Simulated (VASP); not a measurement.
# C (P6_3/mmc) in VASP: a series of runs

Runs on C. Level: r2SCAN. Tasks: relaxation of cell and atoms.

Everything below comes from runs of VASP 6.6.1. Logs are shortened: lines on timing, memory, paths and dates and some standing lists are left out, and cuts for length are marked.

## 1. The crystal as given

It takes space group P6_3/mmc (No. 194, hexagonal). The conventional cell has a = 2.456 Å, b = 2.456 Å, c = 6.696 Å, α = 90.00°, β = 90.00°, γ = 120.00°. C (site symmetry -6m2) has 3 C at 1.42 Å as nearest neighbours. C (site symmetry -6m2) has 3 C at 1.42 Å as nearest neighbours.

## 2. Relaxation of cell and atoms, r2SCAN

File INCAR:

```
SYSTEM = C
PREC = Accurate
ENCUT = 600
EDIFF = 1E-6
ISMEAR = 0
SIGMA = 0.03
LREAL = .FALSE.
LASPH = .TRUE.
NELM = 80
ALGO = Normal
ISIF = 3
LWAVE = .FALSE.
LCHARG = .FALSE.
METAGGA = R2SCAN
LMIXTAU = .TRUE.
IBRION = 2
NSW = 90
EDIFFG = -0.01
```

File KPOINTS:

```
regular mesh
0
G
  12 12 4
  0 0 0
```

File POSCAR:

```
C
1.0
    2.4560000000      0.0000000000      0.0000000000
   -1.2280000000      2.1269583917      0.0000000000
    0.0000000000      0.0000000000      6.6960000000
C
4
Direct
    0.0000000000      0.0000000000      0.7500000000
    0.0000000000      0.0000000000      0.2500000000
    0.3333333333      0.6666666667      0.7500000000
    0.6666666667      0.3333333333      0.2500000000
```

Potentials or basis: VASP PAW PBE potentials, release 64 (C).

On the command line:

```
> cat potpaw_PBE.64/C/POTCAR > POTCAR
> mpirun -np 1 vasp_std > vasp.out
```

OUTCAR:

```text
SYSTEM = C
   PREC = Accurate
   ENCUT = 600
   EDIFF = 1E-6
   ISMEAR = 0
   LREAL = .FALSE.
   LASPH = .TRUE.
   NELM = 80
   ISIF = 3
   METAGGA = R2SCAN
   IBRION = 2
   NSW = 90
   EDIFFG = -0.01

 ion  position               nearest neighbor table
   1  0.000  0.000  0.750-   3 1.42   3 1.42   3 1.42
   2  0.000  0.000  0.250-   4 1.42   4 1.42   4 1.42
   3  0.333  0.667  0.750-   1 1.42   1 1.42   1 1.42
   4  0.667  0.333  0.250-   2 1.42   2 1.42   2 1.42

  LATTYP: Found a hexagonal cell.
 ALAT       =     2.4560000000
 C/A-ratio  =     2.7263843648

  Lattice vectors:

 A1 = (   2.4560000000,   0.0000000000,   0.0000000000)
 A2 = (  -1.2280000000,   2.1269583917,   0.0000000000)
 A3 = (   0.0000000000,   0.0000000000,   6.6960000000)

Analysis of symmetry for initial positions (statically):
=====================================================================
 Subroutine PRICEL returns:
 Original cell was already a primitive cell.

 Routine SETGRP: Setting up the symmetry group for a
 hexagonal supercell.

 Subroutine GETGRP returns: Found 24 space group operations
 (whereof 12 operations were pure point group operations)
 out of a pool of 24 trial point group operations.

The static configuration has the point symmetry D_3d.
 The point group associated with its full space group is D_6h.

Analysis of symmetry for dynamics (positions and initial velocities):
=====================================================================
 Subroutine PRICEL returns:
 Original cell was already a primitive cell.

 Routine SETGRP: Setting up the symmetry group for a
 hexagonal supercell.

 Subroutine GETGRP returns: Found 24 space group operations
 (whereof 12 operations were pure point group operations)
 out of a pool of 24 trial point group operations.

The dynamic configuration has the point symmetry D_3d.
 The point group associated with its full space group is D_6h.

 Subroutine INISYM returns: Found 24 space group operations
 (whereof 12 operations are pure point group operations),
 and found     1 'primitive' translations

----------------------------------------------------------------------------------------

                                     Primitive cell

  volume of cell :      34.9786

[... 126 lines left out ...]
  energy-cutoff  :      600.00
  volume of cell :       34.98
 maximum number of plane-waves:      1194
 NGX is ok and might be reduce to    20
   NGX =  9   NGY =  9   NGZ = 27

--------------------------------------- Ionic step        1  -------------------------------------------

 number of electron      16.0000001 magnetization

 Free energy of the ion-electron system (eV)
  ---------------------------------------------------
  ext. energy  EPLUGINS =         0.00000000
  ---------------------------------------------------
  free energy    TOTEN  =       -39.74885083 eV

  energy without entropy =      -39.74834112  energy(sigma->0) =      -39.74859597

------------------------ aborting loop because EDIFF is reached ----------------------------------------

  FORCE on cell =-STRESS in cart. coord.  units (eV):
  Direction    XX          YY          ZZ          XY          YZ          ZX
  --------------------------------------------------------------------------------------
  -------------------------------------------------------------------------------------
  Total        0.0731555      0.0731555      0.2483333      0.0000000      0.0000000      0.0000000
  in kB        3.3508477      3.3508477     11.3747716      0.0000000      0.0000000      0.0000000
  external PRESSURE =       6.0254890 kB  Pullay stress =       0.0000000 kB
[... 95 lines left out ...]
  FREE ENERGIE OF THE ION-ELECTRON SYSTEM (eV)
  ---------------------------------------------------
  free  energy   TOTEN  =       -39.7495735475 eV

  energy  without entropy=      -39.7490560594  energy(sigma->0) =      -39.74931480

[... ionic steps 4 to 7 ...]

--------------------------------------- Ionic step        8  -------------------------------------------

 number of electron      16.0000001 magnetization

------------------------ aborting loop because EDIFF is reached ----------------------------------------
[... 71 lines left out ...]
--------------------------------------- Ionic step       10  -------------------------------------------

 number of electron      16.0000000 magnetization

 Free energy of the ion-electron system (eV)
  ---------------------------------------------------
  ext. energy  EPLUGINS =         0.00000000
  ---------------------------------------------------
  free energy    TOTEN  =       -39.75282754 eV

  energy without entropy =      -39.75227611  energy(sigma->0) =      -39.75255182

 E-fermi :   4.3749     XC(G=0): -10.8939

 val. band max:        4.3736637029   @ k =   0.3333   0.3333   0.2500
 cond. band min:       4.3796347513   @ k =   0.3333   0.3333   0.5000
 fundamental gap:      0.0059710484
 Fermi energy:         4.3749329416

 k-point     1 :       0.0000    0.0000    0.0000
  band No.  band energies     occupation
      1     -16.5553      2.00000
      2     -16.3296      2.00000
      3      -4.5182      2.00000
      4      -2.8298      2.00000
      5       1.1684      2.00000
      6       1.1684      2.00000
      7       1.1818      2.00000
      8       1.1818      2.00000
      9       8.5242      0.00000
     10      13.0882      0.00000
     11      13.0882      0.00000
     12      13.1282      0.00000
[... 331 lines left out ...]
 k-point    24 :       0.3333   -0.0000    0.2500
  band No.  band energies     occupation
      1     -13.7660      2.00000
      2     -13.6313      2.00000
      3      -5.9330      2.00000
      4      -5.8619      2.00000
      5      -1.7719      2.00000
      6      -1.7449      2.00000
      7      -1.0537      2.00000
      8      -0.0274      2.00000
      9       9.3854      0.00000
     10       9.9662      0.00000
     11      12.2849      0.00000
     12      12.4397      0.00000

 [... further k-points ...]

------------------------ aborting loop because EDIFF is reached ----------------------------------------

  FORCE on cell =-STRESS in cart. coord.  units (eV):
  Direction    XX          YY          ZZ          XY          YZ          ZX
  --------------------------------------------------------------------------------------
  -------------------------------------------------------------------------------------
  Total       -0.0267123     -0.0267123     -0.0135146      0.0000000     -0.0000000      0.0000000
  in kB       -1.1784516     -1.1784516     -0.5962139      0.0000000     -0.0000000      0.0000000
  external PRESSURE =      -0.9843724 kB  Pullay stress =       0.0000000 kB
[... 19 lines left out ...]
  FREE ENERGIE OF THE ION-ELECTRON SYSTEM (eV)
  ---------------------------------------------------
  free  energy   TOTEN  =       -39.7528275377 eV

  energy  without entropy=      -39.7522761089  energy(sigma->0) =      -39.75255182

 reached required accuracy - stopping structural energy minimisation
```

CONTCAR:

```text
C
   1.00000000000000
     2.4572455376519011    0.0000000000000000    0.0000000000000000
    -1.2286227688259506    2.1280370589479247   -0.0000000000000000
     0.0000000000000000    0.0000000000000000    6.9451743655369782
  C
     4
Direct
     0.0000000000000000    0.0000000000000000    0.7500000000000000
     0.0000000000000000    0.0000000000000000    0.2500000000000000
     0.3333333332999970    0.6666666667000030    0.7500000000000000
     0.6666666667000030    0.3333333332999970    0.2500000000000000

  0.00000000E+00  0.00000000E+00  0.00000000E+00
  0.00000000E+00  0.00000000E+00  0.00000000E+00
  0.00000000E+00  0.00000000E+00  0.00000000E+00
  0.00000000E+00  0.00000000E+00  0.00000000E+00
```

It took 5.8 min on 1 thread of AMD EPYC 9R45 (Zen 5), shared host; peak memory 0.14 GiB.

What came out:

```
Free energy                            : -39.7528 eV
Relaxed volume                         : 9.08 Å³/atom
Relaxed cell                           : a = 2.457 Å, b = 2.457 Å, c = 6.945 Å, α = 90.00°, β = 90.00°, γ = 120.00°
Space group after relaxing (to 0.05 Å) : P6_3/mmc (No. 194)
Energy gained by relaxing              : 1.0 meV/atom
Ionic steps                            : 10
Pressure after relaxing                : -0.1 GPa
Band gap on the k mesh                 : none (metal or under the smearing width)
```

The path:
```
step  energy change (eV)  largest force (eV/Å)  pressure (GPa)  volume (Å³)
   1              0.0000                0.0000            0.60        34.98
   2             -0.0006                0.0000           -0.17        35.15
   3             -0.0007                0.0000           -0.84        35.28
   4             -0.0009                0.0000           -0.80        35.31
   5             -0.0012                0.0000           -0.77        35.35
   6             -0.0017                0.0000           -0.71        35.43
   7             -0.0025                0.0000           -0.60        35.60
   8             -0.0036                0.0000           -0.36        35.92
   9             -0.0037                0.0000            0.10        36.58
  10             -0.0040                0.0000           -0.10        36.32
```

Final structure:
```
CELL_PARAMETERS angstrom
2.45725 0.00000 0.00000
-1.22862 2.12804 0.00000
0.00000 0.00000 6.94517
ATOMIC_POSITIONS crystal
C 0.00000 0.00000 0.75000
C 0.00000 0.00000 0.25000
C 0.33333 0.66667 0.75000
C 0.66667 0.33333 0.25000
```

Levels at points of the mesh, in eV from the Fermi level:
```tsv
k point	band 6	band 7	band 8	band 9	band 10	band 11
(0.00, 0.00, 0.00)	-3.21	-3.19	-3.19	4.15	8.71	8.71
(0.50, 0.00, 0.00)	-6.79	-2.86	-2.27	1.61	2.25	7.61
(0.00, 0.00, 0.50)	-3.20	-3.20	-3.20	6.65	6.65	8.73
(0.50, 0.00, 0.50)	-6.81	-2.52	-2.52	1.77	1.77	7.77
```

Caveat: the PAW data sets were made with another functional, which shifts forces and pressure a little.

## 3. Relaxation of cell and atoms, r2SCAN

This run uses another cell than the first one, of 9.08 Å³/atom, 1.038 times its volume.

Edit INCAR of step 2 so:

```diff
@@ -3,3 +3,3 @@
 ENCUT = 600
-EDIFF = 1E-6
+EDIFF = 1E-7
 ISMEAR = 0
@@ -17,2 +17,2 @@
 NSW = 90
-EDIFFG = -0.01
+EDIFFG = -0.005
```

KPOINTS is that of step 2.

File POSCAR:

```
C                                       
1.0
    2.4572455377      0.0000000000      0.0000000000
   -1.2286227688      2.1280370589     -0.0000000000
    0.0000000000      0.0000000000      6.9451743655
  C             
     4
Direct
     0.0000000000000000    0.0000000000000000    0.7500000000000000
     0.0000000000000000    0.0000000000000000    0.2500000000000000
     0.3333333332999970    0.6666666667000030    0.7500000000000000
     0.6666666667000030    0.3333333332999970    0.2500000000000000
```

Potentials or basis: VASP PAW PBE potentials, release 64 (C).

On the command line:

```
> cat potpaw_PBE.64/C/POTCAR > POTCAR
> mpirun -np 1 vasp_std > vasp.out
```

It took 3.9 min on 1 thread of AMD EPYC 9R45 (Zen 5), shared host; peak memory 0.14 GiB.

It converged, with:

```
Free energy                            : -39.7563 eV
Relaxed volume                         : 9.06 Å³/atom
Relaxed cell                           : a = 2.457 Å, b = 2.457 Å, c = 6.935 Å, α = 90.00°, β = 90.00°, γ = 120.00°
Space group after relaxing (to 0.05 Å) : P6_3/mmc (No. 194)
Energy gained by relaxing              : 0.0 meV/atom
Ionic steps                            : 6
Pressure after relaxing                : 0.0 GPa
Band gap on the k mesh                 : none (metal or under the smearing width)
```

Final structure:
```xyz
4
Lattice="2.4569 0.0000 0.0000 -1.2285 2.1278 0.0000 0.0000 0.0000 6.9354" Properties=species:S:1:pos:R:3 pbc="T T T"
C     0.0000    0.0000    5.2016
C     0.0000    0.0000    1.7339
C     0.0000    1.4185    5.2016
C     1.2285    0.7093    1.7339
```

Levels at points of the mesh, in eV from the Fermi level:
```tsv
k point	band 4	band 5	band 6	band 7	band 8	band 9	band 10	band 11	band 12
(0.00, 0.00, 0.00)	-7.20	-3.21	-3.21	-3.19	-3.19	4.16	8.72	8.72	8.76
(0.50, 0.00, 0.00)	-14.03	-6.83	-6.79	-2.87	-2.27	1.61	2.25	7.61	7.94
(0.00, 0.00, 0.50)	-8.13	-3.20	-3.20	-3.20	-3.20	6.67	6.67	8.74	8.74
(0.50, 0.00, 0.50)	-14.07	-6.81	-6.81	-2.52	-2.52	1.77	1.77	7.77	7.77
```

Caveat: the PAW data sets were made with another functional, which shifts forces and pressure a little.
